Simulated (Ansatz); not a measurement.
Level of theory: Ansatz 0.2.0, DFT PBE, scalar-relativistic, plane waves, PAW. All cells share a 420 eV cutoff and Γ-centred k meshes spaced at most about 0.3 Å⁻¹ (about 0.25 or finer for metals, 2π included). No spin polarisation in the final relaxations.

All energies are static (0 K, no zero-point motion).

Compare these two cells of Mg5Te, each relaxed at this level.

A.

```xyz
6
Lattice="6.0867 0.0000 0.0000 -3.0433 5.2712 0.0000 0.0000 0.0000 5.0331" Properties=species:S:1:pos:R:3 pbc="T T T"
Mg    1.4985    2.6490    2.5165
Mg    0.0000    5.2444    2.5165
Mg   -1.4985    2.6490    2.5165
Mg    0.0000    3.5141    0.0000
Mg    0.0000    0.0000    0.0000
Te    3.0433    1.7571    0.0000
```

B.

```xyz
6
Lattice="5.4039 0.0000 0.0000 -2.7020 4.6800 0.0000 0.0000 0.0000 6.3730" Properties=species:S:1:pos:R:3 pbc="T T T"
Mg    0.0000    3.1200    0.0000
Mg    2.7020    1.5600    0.0000
Mg    0.0000    3.1200    3.1865
Mg    2.7020    1.5600    3.1865
Mg    0.0000    0.0000    3.1865
Te    0.0000    0.0000    0.0000
```

**Question.** Which is lower in energy, and by how much?

**Answer.** B is lower, by 16 meV/atom. A has space group P-6m2 (No. 187), 26.9 Å³/atom and no gap on its mesh; B has space group P6/mmm (No. 191), 26.9 Å³/atom and no gap. Counting Mg atoms around Te (those within 1.25 times the shortest such distance or 1.15 times the sum of covalent radii; a plus sign parts nearer from farther groups), A has Te 6+6 and B has Te 8. Even the lower one lies +0.09 eV/atom against the reference forms of the elements (uncorrected), so neither is stable at this level. Both come from invented guesses.

Spin–orbit coupling, which can matter for Te, is left out. Cells relaxed within their symmetry can be saddle points.

B's advantage of 16 meV/atom is small, and the equal volumes rule out overall packing density as its source. It probably reflects Te having eight Mg neighbours at similar distances in B, whereas half of its twelve in A are clearly farther away. The Mg framework changes as well, however, so the Mg–Te and Mg–Mg contributions can't be separated.

The missing gap follows from the electron count: Te needs only two electrons to fill its 5p shell, and five Mg atoms supply far more, leaving the surplus in Mg s–p bands.

The positive energy against the elements is striking for a pair that bonds strongly in MgTe. It suggests that these arrangements hold Mg and Te too far apart for the ionic attraction to repay the cost of disrupting metallic Mg. Because MgTe lies well below the elements, the drive to separate into MgTe and Mg must be larger than +0.09 eV/atom. The ordering of the two cells therefore says little about which structure a Mg-rich telluride would adopt.
